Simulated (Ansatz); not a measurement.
# 1T-MnSeTe bilayer (like faces together) in a perpendicular field

Wanted: the out-of-plane response of the 1T-MnSeTe bilayer (like faces together). A positive field points along +c.

Method: plane-wave DFT, PBE-D3(BJ), Ansatz PAW, in the first sound run; inputs show where later runs differ, in Ansatz 0.2.0.

This is a report of a sequence of runs, with most program output left out.

## (1) Set-up

The cell holds 6 atoms: 2 Te, 2 Mn and 2 Se. Its edges and angles: a = 3.637 Å, b = 3.637 Å, c = 48.841 Å, α = 90.0°, β = 90.0°, γ = 120.0°. Regions: layer 1: 1T-MnSeTe, 3 atoms (1 Te, 1 Mn and 1 Se); layer 2: 1T-MnSeTe, 3 atoms (1 Te, 1 Mn and 1 Se). Vacuum lies along c.

## (2) Relaxing the slab

The starting cell is a guess, so the in-plane lattice and the atoms are relaxed first, with the slab cut off from its images along the normal.

File input.yaml:

```yaml
crystal:
  lattice:
    - [3.6372765, 0.0, 0.0]
    - [-1.81863825, 3.1499738496, 0.0]
    - [0.0, 0.0, 48.84051466]
  atoms:
    - { symbol: Te, position: [0.6666666667, 0.3333333333, 0.4084723541] }
    - { symbol: Mn, position: [0.0, 0.0, 0.4416002732], spin: 4.0 }
    - { symbol: Se, position: [0.3333333333, 0.6666666667, 0.4682640527] }
    - { symbol: Te, position: [0.0, 0.0, 0.5915276459] }
    - { symbol: Mn, position: [0.3333333333, 0.6666666667, 0.5583997268], spin: 4.0 }
    - { symbol: Se, position: [0.6666666667, 0.3333333333, 0.5317359473] }
  periodic: [true, true, false]
magnetization:
  spin_polarized: true
kpoints:
  mp_grid: { grid: [12, 12, 1] }
hamiltonian:
  xc: pbe
  dispersion: d3bj
scf:
  occupations: { method: fermi_dirac, width: 0.05 }
  convergence: { dr2_threshold: 1.0e-09 }
relax:
  f_tol: 0.004
  max_steps: 90
  cell: {}
output:
  write_potential: true
  write_density: true
  volumetric_format: npy
```

Run with:

```console
$ ansatz run input.yaml --threads 4 --pin off --max-ram 12288MiB --backend cpu --events-out ev --progress --plain --runs-dir out
```

Wall time 6 min (4 threads of Intel Xeon Platinum 8488C (Sapphire Rapids), shared host); peak memory 2.1 GiB.

The steps of the relaxation:

| step | energy less that of the first step (eV) | largest force component (eV/Å) | volume (Å³) |
| --- | --- | --- | --- |
| 1 | 0.0000 | 0.4507 | 559.58 |
| 2 | -0.4093 | 0.3186 | 552.28 |
| 3 | -0.1664 | 3.5130 | 553.42 |
| 4 | -0.4174 | 0.0516 | 558.29 |
| 5 | -0.4171 | 0.0468 | 560.96 |
| 6 | -0.4180 | 0.0467 | 560.07 |
| 7 | -0.4172 | 0.1469 | 561.31 |
| 8 | -0.4181 | 0.0156 | 560.34 |
| 9 | -0.4181 | 0.0016 | 560.44 |
| 10* | -0.4181 | 0.0016 | 560.44 |

Relaxation steps marked * repeat the geometry before them on a plane-wave basis chosen anew for their cell, so energy and pressure can jump there. Relaxation steps 3, 5, 7 were tried and not accepted.

Forces are held to the 6 operations that the run works with; a distortion that breaks them can't arise in this run.

| cell as run | before | after | change |
| --- | --- | --- | --- |
| a (Å) | 3.637 | 3.640 | +0.1 % |
| b (Å) | 3.637 | 3.640 | +0.1 % |

The atoms that moved most (Å, along periodic axes as changes of fractional coordinates times the final cell, across vacuum about the mean position):

| atom | dx | dy | dz | length |
| --- | --- | --- | --- | --- |
| Se6 | 0.000 | 0.000 | -0.199 | 0.199 |
| Se3 | 0.000 | 0.000 | 0.194 | 0.194 |
| Mn2 | 0.000 | 0.000 | 0.177 | 0.177 |
| Mn5 | 0.000 | 0.000 | -0.175 | 0.175 |
| Te1 | 0.000 | 0.000 | 0.078 | 0.078 |
| Te4 | 0.000 | 0.000 | -0.076 | 0.076 |

Final coordinates:

```xyz
6
Lattice="3.6401 0.0000 0.0000 -1.8200 3.1524 0.0000 0.0000 0.0000 48.8405" Properties=species:S:1:pos:R:3
Te    1.8200    1.0508   20.0281
Mn    0.0000    0.0000   21.7450
Se    0.0000    2.1016   23.0646
Te    0.0000    0.0000   28.8144
Mn    0.0000    2.1016   27.0978
Se    1.8200    1.0508   25.7717
```

Numbers from this step:

```
energy at zero smearing : -32699.9857 eV
total moment            : 5.939 μB
site moments            : -0.1040, 3.002, -0.07835, -0.1061, 3.042, -0.08331 μB
```

Site moment by atom:

| atom | site moment (μB) |
| --- | --- |
| Te1 | -0.10 |
| Mn2 | 3.00 |
| Se3 | -0.08 |
| Te4 | -0.11 |
| Mn5 | 3.04 |
| Se6 | -0.08 |

The lattice constant a goes from 3.637 to 3.640 Å.

## (3) Atoms held, field 0

A sawtooth potential applies the field, turning back in the middle of the vacuum. With the dipole correction the typed value is the field outside the slab. The induced dipole is small, so the SCF threshold is tight.

The cell differs from the one that the last finished run ended in (c 48.841 → 26.786 Å).

File input.yaml:

```yaml
crystal:
  lattice:
    - [3.6400685019, 0.0, 0.0]
    - [-1.8200342509, 3.1523917941, 0.0]
    - [0.0, 0.0, 26.7862397516]
  atoms:
    - { symbol: Te, position: [0.6666666667, 0.3333333333, 0.3359934087], spin: -0.1 }
    - { symbol: Mn, position: [0.0, 0.0, 0.400087096], spin: 3.0 }
    - { symbol: Se, position: [0.3333333333, 0.6666666667, 0.4493506174], spin: -0.08 }
    - { symbol: Te, position: [0.0, 0.0, 0.6640065913], spin: -0.11 }
    - { symbol: Mn, position: [0.3333333333, 0.6666666667, 0.5999223743], spin: 3.04 }
    - { symbol: Se, position: [0.6666666667, 0.3333333333, 0.5504150649], spin: -0.08 }
magnetization:
  spin_polarized: true
kpoints:
  mp_grid: { grid: [18, 18, 1] }
  band_path:
    path: [[0, 0, 0], [0.5, 0, 0], [0.33333333, 0.33333333, 0], [0, 0, 0]]
    npoints: 16
hamiltonian:
  xc: pbe
  dispersion: d3bj
scf:
  occupations: { method: fermi_dirac, width: 0.05 }
  convergence: { dr2_threshold: 1.0e-10 }
efield:
  axis: 3
  dipole_correction: true
  ramp_position: 0.97
  ramp_width: 0.06
  amplitude: 0
output:
  dos: { projected: true, e_range: [-6, 5] }
  bader: true
  write_potential: true
  write_density: true
  volumetric_format: npy
  elf: true
```

Wall time 85 s (4 threads); peak memory 1.8 GiB; 5.5 min of CPU time.

This step gave:

| Item | Value |
| --- | --- |
| energy at zero smearing | -32699.9926 eV |
| total moment | 5.945 μB |
| site moments | -0.1040, 3.002, -0.07725, -0.1065, 3.044, -0.08192 μB |
| work function, upper face | 4.488 eV |
| dipole along the normal | -6.15e-4 e·Å |

Running mean over a fixed 2.5 Å (it still follows the layers) of the planar mean; the ramp of the sawtooth is left out. Table of electron's electrostatic potential energy less the Fermi level by z:

| z (Å) | electron's electrostatic potential energy less the Fermi level (eV) |
| --- | --- |
| 3.5 | 4.48 |
| 4.0 | 4.48 |
| 4.5 | 4.48 |
| 5.0 | 4.47 |
| 5.5 | 4.46 |
| 6.0 | 4.40 |
| 6.5 | 4.19 |
| 7.0 | 3.35 |
| 7.5 | 1.97 |
| 8.0 | 1.03 |
| 8.5 | -0.507 |
| 9.0 | -2.10 |
| 9.5 | -3.75 |
| 10.0 | -4.85 |
| 10.5 | -5.92 |
| 11.0 | -6.02 |
| 11.5 | -5.54 |
| 12.0 | -3.65 |
| 12.5 | -1.41 |
| 13.0 | -0.305 |
| 13.5 | -0.155 |
| 14.0 | -0.591 |
| 14.5 | -2.31 |
| 15.0 | -4.62 |
| 15.5 | -5.83 |
| 16.0 | -6.06 |
| 16.5 | -5.52 |
| 17.0 | -4.37 |
| 17.5 | -3.10 |
| 18.0 | -1.39 |
| 18.5 | 0.222 |
| 19.0 | 1.46 |
| 19.5 | 2.51 |
| 20.0 | 3.84 |
| 20.5 | 4.33 |
| 21.0 | 4.45 |
| 21.5 | 4.48 |
| 22.0 | 4.48 |
| 22.5 | 4.49 |
| 23.0 | 4.49 |
| 23.5 | 4.49 |

The density of states has structure finer than the step of the table below, so its rows give means over 0.25 eV, whole bins alone (the curve runs from -6 to 1.99 eV). Peaks (eV: height): total -4.650: 12.3, -3.740: 13.0, -3.570: 16.4, -2.530: 17.4, -2.440: 21.3, 0.860: 20.9, 1.000: 21.9; up -3.990: 9.63, -3.740: 12.0, -3.660: 11.0, -3.570: 13.8, -2.530: 13.2, -2.440: 11.0, -2.360: 8.61; down -4.570: 5.75, -2.440: 10.3, -1.420: 5.03, 0.400: 8.57, 0.860: 16.8, 1.000: 15.1, 1.640: 5.17.

The density of states by energy, zero at the Fermi level; means over each step; values in states/eV a cell:

| energy (eV) | total | up | down |
| --- | --- | --- | --- |
| -5.75 | 1.06 | 0.998 | 0.0569 |
| -5.50 | 2.37 | 1.57 | 0.801 |
| -5.25 | 3.64 | 2.25 | 1.39 |
| -5.00 | 3.74 | 1.77 | 1.97 |
| -4.75 | 6.68 | 4.20 | 2.49 |
| -4.50 | 5.80 | 2.69 | 3.11 |
| -4.25 | 4.01 | 1.31 | 2.70 |
| -4.00 | 5.58 | 4.25 | 1.32 |
| -3.75 | 7.60 | 6.63 | 0.973 |
| -3.50 | 6.75 | 4.53 | 2.22 |
| -3.25 | 3.85 | 1.83 | 2.02 |
| -3.00 | 7.68 | 4.84 | 2.84 |
| -2.75 | 9.24 | 4.72 | 4.52 |
| -2.50 | 12.8 | 7.95 | 4.81 |
| -2.25 | 6.13 | 3.56 | 2.57 |
| -2.00 | 6.64 | 3.68 | 2.96 |
| -1.75 | 5.55 | 2.76 | 2.78 |
| -1.50 | 6.84 | 3.65 | 3.18 |
| -1.25 | 4.44 | 2.50 | 1.94 |
| -1.00 | 3.21 | 1.76 | 1.45 |
| -0.75 | 1.99 | 1.18 | 0.804 |
| -0.50 | 1.36 | 0.875 | 0.484 |
| -0.25 | 1.72 | 1.37 | 0.350 |
| 0.00 | 2.50 | 1.55 | 0.951 |
| 0.25 | 5.96 | 2.83 | 3.13 |
| 0.50 | 5.72 | 1.94 | 3.78 |
| 0.75 | 7.63 | 3.15 | 4.48 |
| 1.00 | 12.7 | 3.15 | 9.57 |
| 1.25 | 3.82 | 2.00 | 1.82 |
| 1.50 | 3.86 | 1.24 | 2.62 |
| 1.75 | 3.19 | 0.628 | 2.57 |

Projected DOS per atom over height of the atomic layer and energy from the Fermi level. Layers: Te Mn Se Se Mn Te from below.

Ten even steps from '_' (0.11 states/eV) to '@' (3.38 states/eV), each cell a mean:
```
__::____::__
..::____::..
::@@....@@::
..##....**..
..++....++..
__..____..__
____________
____________
........__..
--::::::::--
::::::::::::
::==....==--
--@@----@@::
::##::::##::
........::..
::**----**..
..::....--..
::..::::..::
::..==--..--
....::::..__
____....____
____________
```
Columns: height of the atomic layer (Å) from 9 to 17.8 (not evenly spaced); rows upwards: energy from the Fermi level (eV) from -5.96 to 1.96.

Projected DOS per atom, spin up over height of the atomic layer and energy from the Fermi level. Layers: Te Mn Se Se Mn Te from below.

Ten even steps from '0' (0.04 states/eV) to '9' (2.46 states/eV), each cell a mean:
```
000000
100001
211112
111111
111111
101101
000000
000000
101101
212212
121121
141141
290092
180081
010020
193381
131141
110111
212212
012210
001100
000000
```
Columns: height of the atomic layer (Å) from 9 to 17.8 (not evenly spaced); rows upwards: energy from the Fermi level (eV) from -5.96 to 1.96.

Projected DOS per atom, spin down over height of the atomic layer and energy from the Fermi level. Layers: Te Mn Se Se Mn Te from below.

Values in states/eV, 22 rows by 6 columns, each cell a mean:
```
0.22 0.76 0.26 0.26 0.79 0.24
0.16 0.82 0.23 0.23 0.87 0.16
0.36 2.73 0.15 0.16 2.99 0.37
0.21 2.02 0.10 0.09 1.85 0.19
0.10 1.70 0.11 0.11 1.64 0.09
0.03 0.44 0.04 0.04 0.43 0.03
0.06 0.11 0.03 0.03 0.11 0.06
0.15 0.15 0.08 0.08 0.16 0.16
0.36 0.21 0.21 0.20 0.19 0.33
0.71 0.28 0.39 0.40 0.26 0.73
0.63 0.34 0.45 0.43 0.32 0.67
0.62 0.30 0.33 0.40 0.31 0.72
0.66 0.79 0.89 1.00 0.76 0.52
0.45 0.48 0.84 0.78 0.46 0.44
0.34 0.18 0.52 0.39 0.19 0.39
0.36 0.13 0.28 0.35 0.13 0.33
0.33 0.11 0.25 0.29 0.12 0.33
0.68 0.17 0.64 0.58 0.16 0.60
0.35 0.16 0.77 0.77 0.16 0.50
0.30 0.15 0.44 0.44 0.14 0.24
0.17 0.08 0.20 0.20 0.08 0.16
0.00 0.00 0.00 0.00 0.00 0.00
```
Columns: height of the atomic layer (Å) from 9 to 17.8 (not evenly spaced); rows upwards: energy from the Fermi level (eV) from -5.96 to 1.96.

Deep bands are left out, so band numbers here count from the lowest band kept and differ from the log's. The electronic bands at the labelled points (eV, zero at the Fermi level; # counts the bands kept):

| point | up #17 | up #18 | up #19 | up #20 | down #9 | down #10 | down #12 | down #13 |
| --- | --- | --- | --- | --- | --- | --- | --- | --- |
| Γ | 0.50 | 0.50 | 1.91 | 1.91 | 0.12 | 0.12 | 0.15 | 0.48 |
| halfway | -0.63 | -0.32 | -0.06 | 0.85 | -1.44 | -1.12 | -0.88 | 0.18 |
| M | -1.69 | -1.42 | 0.69 | 0.90 | -2.16 | -2.00 | -1.35 | -0.01 |
| halfway | -1.71 | -1.48 | 0.11 | 0.31 | -2.44 | -2.37 | -1.95 | 0.44 |
| K | -1.74 | -1.74 | -0.23 | -0.10 | -2.46 | -2.30 | -2.11 | 0.67 |
| halfway | -0.95 | -0.41 | 0.27 | 0.41 | -1.72 | -1.67 | -1.25 | 0.41 |
| Γ | 0.50 | 0.50 | 1.91 | 1.91 | 0.12 | 0.12 | 0.15 | 0.48 |

Spin density in the ca plane at fractional y = 0.000, with atoms of Mn and Te within 0.2 Å of it.

Values in e/Å³, 6 rows by 16 columns, each cell a mean:
```
0.0 0.0 0.0 0.0 0.0 0.0 0.1 1.8 0.3 0.0 0.0 0.0 0.0 0.0 0.0 0.0
0.0 0.0 0.0 0.0 0.0 0.0 0.0 0.1 0.0 0.0 0.0 0.0 0.0 0.0 0.0 0.0
0.0 0.0 0.0 0.0 0.0 0.0 0.0 0.0 0.0 0.0 0.0 0.0 0.0 0.1 0.0 0.0
0.0 0.0 0.0 0.0 0.0 0.0 0.0 0.0 0.0 0.0 0.0 0.0 0.0 0.0 0.0 0.0
0.0 0.0 0.0 0.0 0.0 0.0 0.0 0.3 0.1 0.0 0.0 0.0 0.0 0.0 0.0 0.0
0.0 0.0 0.0 0.0 0.0 0.0 0.1 2.9 0.4 0.0 0.0 0.0 0.0 0.0 0.0 0.0
```
Columns run along c (16.0 Å, from fractional 0.13 to 0.72 of the cell), rows up along a (3.6 Å). Atoms in or near the plane, at fractional coordinates: Mn at (0.40, 0.00), Te at (0.66, 0.00).

ELF in the ca plane at fractional y = 0.000, with atoms of Mn and Te within 0.2 Å of it. It is the smooth field of the valence electrons, not physical close to the nuclei.

Ten even steps from '0' (0.00) to '9' (0.85), each cell a mean:
```
00000000000000112225995111000000000255400158
00000000000011234423442233100012221246543578
00000000000135666642113566410245653235766678
00000000001367766663225787621378873113565554
00000000002578765664236788621478974111233211
00000000002468766664236788621478874112344332
00000000001246766653124677510367763124666676
00000000000023455532222344200123432246655678
00000000000001123224774121100001111256421368
00000000000000011126996211000000000255300158
```
Columns run along c (16.0 Å, from fractional 0.13 to 0.72 of the cell), rows up along a (3.6 Å). Atoms in or near the plane, at fractional coordinates: Mn at (0.40, 0.00), Te at (0.66, 0.00).

Electrostatic potential energy in the ca plane at fractional y = 0.000, with atoms of Mn and Te within 0.2 Å of it. With pseudopotentials it is smooth inside the atoms' cores, unlike the true potential.

Ten even steps from '0' (-24 eV) to '9' (7 eV), each cell a mean:
```
99999999999999999999983000068999999999998459
99999999999999999999886200378999999999998625
99999999999999999988888756788999999888888864
99999999999999999876678888877899998777777888
99999999999999999864468999876789998667777889
99999999999999999875568898877789998777777888
99999999999999999987778877888899998888888876
99999999999999999998887423688999999999988742
99999999999999999999984000168999999999998538
99999999999999999999982000058999999999998369
```
Columns run along c (16.0 Å, from fractional 0.07 to 0.67 of the cell; values clipped at the 3rd and 97th percentile), rows up along a (3.6 Å). Atoms in or near the plane, at fractional coordinates: Mn at (0.40, 0.00), Te at (0.66, 0.00).

The work function of the upper face is 4.49 eV.

## (4) Single point, field 0.1 V/Å

input.yaml: that of step 3 with these lines changed.

```diff
@@ -28,8 +28,6 @@
   dipole_correction: true
-  ramp_position: 0.97
-  ramp_width: 0.06
-  amplitude: 0
+  ramp_position: 0.9657
+  ramp_width: 0.0687
+  amplitude: 0.1
 output:
-  dos: { projected: true, e_range: [-6, 5] }
-  bader: true
   write_potential: true
@@ -37,2 +35 @@
   volumetric_format: npy
-  elf: true
```

Elapsed: 77 s, on 4 threads; peak memory 1.8 GiB; 5 min of CPU time.

The dipole is 0.0724 e·Å.

## (5) Atoms held, field -0.1 V/Å

input.yaml: that of step 4 with these lines changed.

```diff
@@ -30,3 +30,3 @@
   ramp_width: 0.0687
-  amplitude: 0.1
+  amplitude: -0.1
 output:
```

Wall time 77 s (4 threads); peak memory 1.8 GiB; 5 min of CPU time.

The dipole is -0.0736 e·Å.

## (6) Single point, field 0.5 V/Å

input.yaml: that of step 5 with these lines changed.

```diff
@@ -28,5 +28,5 @@
   dipole_correction: true
-  ramp_position: 0.9657
-  ramp_width: 0.0687
-  amplitude: -0.1
+  ramp_position: 0.9047
+  ramp_width: 0.1907
+  amplitude: 0.5
 output:
```

The job ended after 75 s (4 threads; peak memory 1.8 GiB; 4.9 min of CPU time).

The dipole is 0.365 e·Å.

## (7) Single point, field -0.3 V/Å

input.yaml: that of step 6 with these lines changed.

```diff
@@ -28,6 +28,8 @@
   dipole_correction: true
-  ramp_position: 0.9047
-  ramp_width: 0.1907
-  amplitude: 0.5
+  ramp_position: 0.963
+  ramp_width: 0.0741
+  amplitude: -0.3
 output:
+  dos: { projected: true, e_range: [-6, 5] }
+  bader: true
   write_potential: true
@@ -35 +37,2 @@
   volumetric_format: npy
+  elf: true
```

Wall time 89 s (4 threads); peak memory 1.8 GiB; 5.8 min of CPU time.

The dipole is -0.220 e·Å.

## (8) Response, atoms held

This step: plane-wave DFT, PBE-D3(BJ), Ansatz PAW; response to a field along the normal, atoms held (Ansatz 0.2.0).

The dipoles give the slope, and the difference of two potentials shows where the field is screened.

Numbers from this step:

```
equivalent conductor thickness p/(ε₀AE) : 11.52 Å
distance between the outer atoms        : 8.786 Å
```

Table of dipole of the cell by applied field:

| applied field (V/Å) | dipole of the cell (e·Å) |
| --- | --- |
| -0.300 | -0.220 |
| -0.100 | -0.0736 |
| 0.000 | -6.2e-4 |
| 0.100 | 0.0724 |
| 0.500 | 0.365 |

The total moment stays at 5.95 μB for applied field from -0.3 to 0.5 V/Å.

Local field over the applied field, running mean. From the potentials at -0.1 and 0.1 V/Å; running mean over 2.5 Å. The local field over applied field by z:

z (Å), local field over applied field and a bar:
```
      4.5      0.996 ##############################
      5.0      0.990 ##############################
      5.5      0.974 #############################
      6.0      0.935 ############################
      6.5      0.854 ##########################
      7.0      0.717 ######################
      7.5      0.548 ################
      8.0      0.372 ###########
      8.5      0.208 ######
      9.0      0.087 ###
      9.5      0.028 #
     10.0      0.009 
     10.5      0.003 
     11.0      0.006 
     11.5      0.012 
     12.0      0.011 
     12.5      0.009 
     13.0      0.009 
     13.5      0.010 
     14.0      0.009 
     14.5      0.010 
     15.0      0.013 
     15.5      0.011 
     16.0      0.004 
     16.5      0.004 
     17.0      0.014 
     17.5      0.046 #
     18.0      0.130 ####
     18.5      0.275 ########
     19.0      0.447 #############
     19.5      0.622 ###################
     20.0      0.782 #######################
     20.5      0.896 ###########################
     21.0      0.956 #############################
     21.5      0.983 ##############################
     22.0      0.994 ##############################
     22.5      0.998 ##############################
```

Electrons, planar mean, per unit field. Induced electron density against z:

z (Å), induced electron density (e/Å³ per V/Å) and a bar from the least value:
```
      4.5    0.00002 ################
      5.0    0.00005 ################
      5.5    0.00012 ################
      6.0    0.00033 #################
      6.5    0.00079 ###################
      7.0    0.00175 ########################
      7.5    0.00306 ##############################
      8.0    0.00300 ##############################
      8.5    0.00109 #####################
      9.0    0.00075 ###################
      9.5    0.00044 ##################
     10.0   -0.00037 ##############
     10.5   -0.00026 ###############
     11.0    0.00004 ################
     11.5    0.00019 #################
     12.0   -0.00007 ###############
     12.5   -0.00004 ################
     13.0   -0.00001 ################
     13.5    0.00000 ################
     14.0    0.00001 ################
     14.5    0.00005 ################
     15.0   -0.00001 ################
     15.5   -0.00023 ###############
     16.0    0.00007 ################
     16.5    0.00055 ##################
     17.0   -0.00010 ###############
     17.5   -0.00048 #############
     18.0   -0.00089 ############
     18.5   -0.00181 #######
     19.0   -0.00338 
     19.5   -0.00253 ####
     20.0   -0.00127 ##########
     20.5   -0.00054 #############
     21.0   -0.00022 ###############
     21.5   -0.00008 ###############
     22.0   -0.00003 ################
     22.5   -0.00001 ################
```

By hand: between -0.1 and 0.1 V/Å the dipole changes by 0.1461 e·Å, a slope of 0.7303 e·Å²/V. A perfect conductor of thickness t has p = ε₀AEt, so t = 180.95 × 0.7303 / 11.475 = 11.52 Å (e/ε₀ = 180.95 V·Å, A in Å²).

The induced dipole is that of a conductor 11.52 Å thick.

(Continued in part 2 of 2.)

[Logs are printed without paths, hosts, clocks, repeated set-up lines and the standing remarks that a program may print on its own settings, such as how far it seeks lower states.]

[Hosts, paths, dates, database ids (printed as entryN), source tags and the programs' standing remarks are cut or masked in the printed files.]

[Maps of the electrostatic potential energy from Ansatz leave out the sawtooth potential of an applied field or a dipole correction, so their vacuum need not be flat; planar profiles and work functions include it.]

[The density of states shown here was stored with 400 of the rows of the run's finer table, so its peaks can read low, often by over a quarter, or be missed, and its means over a window can be off by a tenth or more.]
